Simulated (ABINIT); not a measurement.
# ZnSe (Stilleite): G0W0 in ABINIT against the exchange cutoff

Wanted: the cheapest exchange cutoff that holds the gap of ZnSe (Stilleite).

Method: PBE and many-body steps on it, plane waves, in ABINIT 10.8.3.

## 1. Set-up

It takes space group F-43m (No. 216, cubic). The conventional cell has a = 5.668 Å, b = 5.668 Å, c = 5.668 Å, α = 90.00°, β = 90.00°, γ = 90.00°. Zn has 4 Se at 2.45 Å nearest. Se has 4 Zn at 2.45 Å nearest. Farther neighbours and most contacts between anions are not listed.

Coordinates:

```cif
data_structure
_symmetry_space_group_name_H-M 'P 1'
_symmetry_Int_Tables_number 1
_cell_length_a 4.0076
_cell_length_b 4.0076
_cell_length_c 4.0076
_cell_angle_alpha 60.000
_cell_angle_beta 60.000
_cell_angle_gamma 60.000
_cell_volume 45.51
loop_
_atom_site_label
_atom_site_type_symbol
_atom_site_fract_x
_atom_site_fract_y
_atom_site_fract_z
_atom_site_occupancy
Zn1 Zn 0.00000 0.00000 0.00000 1
Se2 Se 0.25000 0.25000 0.25000 1
```

The cell and positions come from the Crystallography Open Database and are kept as given unless a step says otherwise.

## 2. Screening, 4×4×4 mesh, 91 bands, screening to 163.3 eV

This step: ABINIT 10.8.3; RPA screening on PBE, plane waves, norm-conserving pseudopotentials.

The RPA dielectric matrix is built and inverted for each q.

run.abi reads:

```
acell 3*1.0 Angstrom
rprim 
  -0.000000000000 2.833800000000 2.833800000000
  2.833800000000 0.000000000000 2.833800000000
  2.833800000000 2.833800000000 -0.000000000000
ntypat 2
znucl 30 34
natom 2
typat 1 2
xred 
  0.000000000000 0.000000000000 0.000000000000
  0.250000000000 0.250000000000 0.250000000000
pp_dirpath "pseudos"
pseudos "Zn.upf, Se.upf"
ecut 39
ngkpt 4 4 4
nshiftk 1
shiftk 0 0 0
kptopt 1
chksymbreak 0
istwfk *1
occopt 1
irdwfk 1
optdriver 3
nband 91
ecuteps 6
inclvkb 2
awtr 1
symchi 1
indata_prefix "in"
outdata_prefix "out"
tmpdata_prefix "tmp"
```

Run with:

```console
OMP_NUM_THREADS=1 mpirun -n 8 abinit run.abi > log
```

Log:

```text
.Version 10.8.3 of ABINIT. v10.8.2 released Aug 2026.

 Symmetries : space group F-4 3 m (#216); Bravais cF (face-center cubic)
[... echo of the input left out ...]
== DATASET  1 ==================================================================
-   mpi_nproc: 8, omp_nthreads: 1 (-1 if OMP is not activated)

--- !DatasetInfo
iteration_state: {dtset: 1, }
dimensions: {natom: 2, nkpt: 8, mband: 91, nsppol: 1, nspinor: 1, nspden: 1, mpw: 3591, }
cutoff_energies: {ecut:  39.0, pawecutdg:  -1.0, }
electrons: {nelect:   3.60000000E+01, charge:   0.00000000E+00, occopt:   1.00000000E+00, tsmear:   1.00000000E-02, }

 SCREENING: Calculation of the susceptibility and dielectric matrices

 Based on a program developped by R.W. Godby, V. Olevano, G. Onida, and L. Reining.
 Incorporated in ABINIT by V. Olevano, G.-M. Rignanese, and M. Torrent.
.Using double precision arithmetic ; gwpc =  8

[... cell and pseudopotentials left out ...]
--------------------------------------------------------------------------------

 ==== K-mesh for the wavefunctions ====
 Number of points in the irreducible wedge :     8
[... list of points left out ...]
 Together with 24 symmetry operations and time-reversal symmetry
 yields    64 points in the full Brillouin Zone.

 ==== Q-mesh for the screening function ====
 Number of points in the irreducible wedge :     8
[... list of points left out ...]
 Together with 24 symmetry operations and time-reversal symmetry
 yields    64 points in the full Brillouin Zone.

 setmesh: FFT mesh size selected  =    30x   30x   30
          total number of points  =        27000

 vcoul_init : cutoff-mode = AUXILIARY_FUNCTION
 q-points for optical limit:   1
     1)      0.000010    0.000020    0.000030

- screening: taking advantage of time-reversal symmetry
- Maximum band index for partially occupied states nbvw = 18
- Remaining bands to be divided among processors   nbcw = 73
- Number of bands treated by each node ~9

 Number of electrons calculated from density =   36.0000; Expected =   36.0000
 average of density, n =  0.117211
 r_s =    1.2676
 omega_plasma =   33.0248 [eV]

 calculating chi0 at frequencies [eV] :
  1    0.000000E+00    0.000000E+00
  2    0.000000E+00    3.302477E+01

--------------------------------------------------------------------------------
  q-point number  1        q = ( 0.000000, 0.000000, 0.000000) [r.l.u.]
--------------------------------------------------------------------------------
[... chi0 elements left out ...]
 For q-point:  0.000010 0.000020 0.000030
  dielectric constant =  14.0066
  dielectric constant without local fields =  14.9864

  Average fulfillment of the sum rule on Im[epsilon] for q-point    1 :     39.99  [%]
[... wings left out ...]
  q-point number  2        q = ( 0.250000, 0.000000, 0.000000) [r.l.u.]
--------------------------------------------------------------------------------
[... chi0 elements left out ...]
  Average fulfillment of the sum rule on Im[epsilon] for q-point    2 :     49.16  [%]

 [... 6 further q-points ...]
```

Wall time 17 s (8 MPI ranks of Intel Xeon Platinum 8488C (Sapphire Rapids), shared host); peak memory 1.6 GiB; 2.2 min of CPU time.

Numbers from this step:

```
ε∞ with local fields, on this mesh, along the program's q direction : 14.01
the same without local fields                                       : 14.99
plasma frequency                                                    : 33.02 eV
plane waves in the screening matrix                                 : 181
```

Local fields lower ε∞ by 7 %. On a Γ-centred mesh this coarse the value itself is usually too large, while a short band sum pulls it down.

## 3. 3.9 Ha

This step: G0W0 on PBE, plane waves, norm-conserving pseudopotentials.

Changes to run.abi since step 2:

```diff
@@ -23,8 +23,15 @@
 irdwfk 1
-optdriver 3
+optdriver 4
 nband 91
+gwcalctyp 0
+ecutsigx 3.9
+symsigma 1
+nkptgw 1
+kptgw 
+  0.0000000000 0.0000000000 0.0000000000
+bdgw 
+  16 22
 ecuteps 6
-inclvkb 2
-awtr 1
-symchi 1
+irdscr 1
+ppmodel 1
 indata_prefix "in"
```

Log:

```text
.Version 10.8.3 of ABINIT. v10.8.2 released Aug 2026.

 Symmetries : space group F-4 3 m (#216); Bravais cF (face-center cubic)
[... echo of the input left out ...]
== DATASET  1 ==================================================================
-   mpi_nproc: 8, omp_nthreads: 1 (-1 if OMP is not activated)

--- !DatasetInfo
iteration_state: {dtset: 1, }
dimensions: {natom: 2, nkpt: 8, mband: 91, nsppol: 1, nspinor: 1, nspden: 1, mpw: 3591, }
cutoff_energies: {ecut:  39.0, pawecutdg:  -1.0, }
electrons: {nelect:   3.60000000E+01, charge:   0.00000000E+00, occopt:   1.00000000E+00, tsmear:   1.00000000E-02, }

 SIGMA: Calculation of the GW corrections

 Based on a program developped by R.W. Godby, V. Olevano, G. Onida, and L. Reining.
 Incorporated in ABINIT by V. Olevano, G.-M. Rignanese, and M. Torrent.
.Using double precision arithmetic ; gwpc =  8

[... cell and pseudopotentials left out ...]
--------------------------------------------------------------------------------

 ==== K-mesh for the wavefunctions ====
 Number of points in the irreducible wedge :     8
[... list of points left out ...]
 Together with 24 symmetry operations and time-reversal symmetry
 yields    64 points in the full Brillouin Zone.

 ==== Q-mesh for screening function ====
 Number of points in the irreducible wedge :     8
[... list of points left out ...]
 Together with 24 symmetry operations and time-reversal symmetry
 yields    64 points in the full Brillouin Zone.

 vcoul_init : cutoff-mode = AUXILIARY_FUNCTION
 q-points for optical limit:   1
     1)      0.000010    0.000020    0.000030
 setmesh: FFT mesh size selected  =    27x   27x   27
          total number of points  =        19683

 Number of electrons calculated from density =   36.0000; Expected =   36.0000
 average of density, n =  0.117211
 r_s =    1.2676
 omega_plasma =   33.0248 [eV]

 === KS Band Gaps ===
  >>>> For spin  1
   Minimum direct gap =   1.2881 [eV], located at k-point      :   0.0000  0.0000  0.0000
   Fundamental gap    =   1.2881 [eV], Top of valence bands at :   0.0000  0.0000  0.0000
                                       Bottom of conduction at :   0.0000  0.0000  0.0000
 SIGMA fundamental parameters:
 PLASMON POLE MODEL  1
 number of plane-waves for SigmaX                  113
 number of plane-waves for SigmaC and W            113
 number of plane-waves for wavefunctions          3527
 number of bands                                    91
 number of independent spin polarizations            1
 number of spinorial components                      1
 number of k-points in IBZ                           8
 number of q-points in IBZ                           8
 number of symmetry operations                      24
 number of k-points in BZ                           64
 number of q-points in BZ                           64
 number of frequencies for dSigma/dE                 9
 frequency step for dSigma/dE [eV]                0.25
 number of omega for Sigma on real axis              0
 max omega for Sigma on real axis  [eV]           0.00
 zcut for avoiding poles [eV]                     0.10

 EPSILON^-1 parameters (SCR file):
 dimension of the eps^-1 matrix on file            181
 dimension of the eps^-1 matrix used               113
 number of plane-waves for wavefunctions          3527
 number of bands                                    91
 number of q-points in IBZ                           8
 number of frequencies                               2
 number of real frequencies                          1
 number of imag frequencies                          1

 matrix elements of self-energy operator (all in [eV])

 Perturbative Calculation

--- !SelfEnergy_ee
iteration_state: {dtset: 1, }
kpoint     : [   0.000,    0.000,    0.000, ]
spin       : 1
KS_gap     :    1.288
QP_gap     :    1.953
Delta_QP_KS:    0.665
data: !SigmaeeData |
     Band     E0 <VxcDFT>   SigX SigC(E0)      Z dSigC/dE  Sig(E)    E-E0       E
       16   3.405 -16.589 -17.890   2.400   0.800  -0.251 -15.710   0.878   4.283
       17   3.405 -16.589 -17.890   2.400   0.800  -0.251 -15.710   0.878   4.283
       18   3.405 -16.589 -17.890   2.400   0.800  -0.251 -15.710   0.878   4.283
       19   4.693 -12.624  -7.092  -3.640   0.816  -0.226 -11.081   1.543   6.237
       20   9.220 -10.891  -5.147  -4.283   0.812  -0.231  -9.704   1.187  10.406
       21   9.220 -10.891  -5.147  -4.283   0.812  -0.231  -9.704   1.187  10.406
       22   9.220 -10.891  -5.147  -4.283   0.812  -0.231  -9.704   1.187  10.406

== END DATASET(S) ==============================================================
================================================================================

 -outvars: echo values of variables after computation  --------
           etotal      0.0000000000E+00
            nband          91
             nkpt           8
          spgroup         216
 [... the other variables as echoed above ...]

 Calculation completed.
```

Wall time 3 s (8 MPI ranks); peak memory 0.14 GiB; 22 s of CPU time.

This step gave:

| Item | Value |
| --- | --- |
| G0W0 gap on the points computed | 1.954 eV |
| starting gap on the mesh | 1.288 eV |
| k of the valence top | 0, 0, 0 |
| k of the conduction bottom | 0, 0, 0 |
| Z at the valence top | 0.8 |
| Z at the conduction bottom | 0.816 |
| least direct G0W0 gap on the computed points | 1.954 eV |

## 4. 7.8 Ha

Changes to run.abi since step 3:

```diff
@@ -26,3 +26,3 @@
 gwcalctyp 0
-ecutsigx 3.9
+ecutsigx 7.8
 symsigma 1
```

Log:

```text
.Version 10.8.3 of ABINIT. v10.8.2 released Aug 2026.

 Symmetries : space group F-4 3 m (#216); Bravais cF (face-center cubic)
[... echo of the input left out ...]
== DATASET  1 ==================================================================
-   mpi_nproc: 8, omp_nthreads: 1 (-1 if OMP is not activated)

--- !DatasetInfo
iteration_state: {dtset: 1, }
dimensions: {natom: 2, nkpt: 8, mband: 91, nsppol: 1, nspinor: 1, nspden: 1, mpw: 3591, }
cutoff_energies: {ecut:  39.0, pawecutdg:  -1.0, }
electrons: {nelect:   3.60000000E+01, charge:   0.00000000E+00, occopt:   1.00000000E+00, tsmear:   1.00000000E-02, }

 SIGMA: Calculation of the GW corrections

 Based on a program developped by R.W. Godby, V. Olevano, G. Onida, and L. Reining.
 Incorporated in ABINIT by V. Olevano, G.-M. Rignanese, and M. Torrent.
.Using double precision arithmetic ; gwpc =  8

[... cell and pseudopotentials left out ...]
--------------------------------------------------------------------------------

 ==== K-mesh for the wavefunctions ====
 Number of points in the irreducible wedge :     8
[... list of points left out ...]
 Together with 24 symmetry operations and time-reversal symmetry
 yields    64 points in the full Brillouin Zone.

 ==== Q-mesh for screening function ====
 Number of points in the irreducible wedge :     8
[... list of points left out ...]
 Together with 24 symmetry operations and time-reversal symmetry
 yields    64 points in the full Brillouin Zone.

 vcoul_init : cutoff-mode = AUXILIARY_FUNCTION
 q-points for optical limit:   1
     1)      0.000010    0.000020    0.000030
 setmesh: FFT mesh size selected  =    32x   32x   32
          total number of points  =        32768

 Number of electrons calculated from density =   36.0000; Expected =   36.0000
[...]
number of q-points in BZ                           64
 number of frequencies for dSigma/dE                 9
 frequency step for dSigma/dE [eV]                0.25
 number of omega for Sigma on real axis              0
 max omega for Sigma on real axis  [eV]           0.00
 zcut for avoiding poles [eV]                     0.10

 EPSILON^-1 parameters (SCR file):
 dimension of the eps^-1 matrix on file            181
 dimension of the eps^-1 matrix used               181
 number of plane-waves for wavefunctions          3527
 number of bands                                    91
 number of q-points in IBZ                           8
 number of frequencies                               2
 number of real frequencies                          1
 number of imag frequencies                          1

 matrix elements of self-energy operator (all in [eV])

 Perturbative Calculation

--- !SelfEnergy_ee
iteration_state: {dtset: 1, }
kpoint     : [   0.000,    0.000,    0.000, ]
spin       : 1
KS_gap     :    1.288
QP_gap     :    2.090
Delta_QP_KS:    0.802
data: !SigmaeeData |
     Band     E0 <VxcDFT>   SigX SigC(E0)      Z dSigC/dE  Sig(E)    E-E0       E
       16   3.405 -16.589 -19.150   2.396   0.798  -0.253 -16.720  -0.132   3.273
       17   3.405 -16.589 -19.150   2.396   0.798  -0.253 -16.720  -0.132   3.273
       18   3.405 -16.589 -19.150   2.396   0.798  -0.253 -16.720  -0.132   3.273
       19   4.693 -12.624  -8.158  -3.644   0.815  -0.227 -11.954   0.670   5.363
       20   9.220 -10.891  -5.501  -4.274   0.812  -0.232  -9.985   0.906  10.126
       21   9.220 -10.891  -5.501  -4.274   0.812  -0.232  -9.985   0.906  10.126
       22   9.220 -10.891  -5.501  -4.274   0.812  -0.232  -9.985   0.906  10.126

== END DATASET(S) ==============================================================
================================================================================

 -outvars: echo values of variables after computation  --------
           etotal      0.0000000000E+00
            nband          91
             nkpt           8
          spgroup         216
 [... the other variables as echoed above ...]

 Calculation completed.
```

It took 3.6 s on 8 MPI ranks; peak memory 1.1 GiB; 27 s of CPU time.

This step gave:

* G0W0 gap on the points computed: 2.090 eV
* starting gap on the mesh: 1.288 eV
* k of the valence top: 0, 0, 0
* k of the conduction bottom: 0, 0, 0
* Z at the valence top: 0.798
* Z at the conduction bottom: 0.815
* least direct G0W0 gap on the computed points: 2.090 eV

(Continued in part 2 of 2.)

[Paths, hosts, dates, memory and timing lines, banners, echoed tables and standing remarks are left out of the program output.]

[Logs are printed without paths, hosts, clocks, repeated set-up lines and the standing remarks that a program may print on its own settings, such as how far it seeks lower states.]

[Runs of the session that timed out or met a known fault of the program may be left out.]

[Hosts, paths, dates, database ids (printed as entryN), source tags and the programs' standing remarks are cut or masked in the printed files.]

[G0W0 gaps are taken among the corrected bands and points alone; a level outside them can change the order at an edge.]

[Where Ansatz stands beside ABINIT at settings called matched, ABINIT's density can come from a denser mesh and the files from another edition; pairs whose starting gaps differed by over 0.03 eV were left out, so agreement reads better than it is.]
